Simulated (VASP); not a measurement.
BN, 4 atoms in the cell. The structure is hexagonal, space group P6_3/mmc (No. 194). The conventional cell has a = 2.498 Å, b = 2.498 Å, c = 6.636 Å, α = 90.00°, β = 90.00°, γ = 120.00°. Around B (site symmetry -6m2) lie 3 N at 1.44 Å. N (site symmetry -6m2) is surrounded by 3 B at 1.44 Å. 

| Quantity | Value |
| --- | --- |
| Program | VASP 6.6.1 |
| Task | relaxation of cell and atoms |
| Functional | PBE |
| Dispersion | D3(BJ) |
| Potentials or basis | VASP PAW PBE potentials, release 64 (B, N) |
| Cutoff | 700 eV |
| k mesh | 15 × 15 × 6 |
| Occupations | gaussian, width 0.02 eV |
| Spin | no spin polarisation |
| Further INCAR settings | ALGO = Normal; EDIFF = 1e-07; IBRION = 2; EDIFFG = -0.002; NSW = 80; ISIF = 3 |

Potentials or basis: VASP PAW PBE potentials, release 64 (B, N).

Launch:

```bash
$ cat potpaw_PBE.64/B/POTCAR potpaw_PBE.64/N/POTCAR > POTCAR
$ mpirun -np 4 vasp_std > vasp.out
```

Hardware: 4 MPI ranks on Intel(R) Xeon(R) Platinum 8375C CPU @ 2.90GHz (Ice Lake), with other jobs on the host.

How long does it take, and how much memory?

It took 78 s on 4 MPI ranks on Intel(R) Xeon(R) Platinum 8375C CPU @ 2.90GHz (Ice Lake) (shared host), peak memory 0.23 GiB a rank. Counts: scf iterations 77, k points 108, ion steps 11.
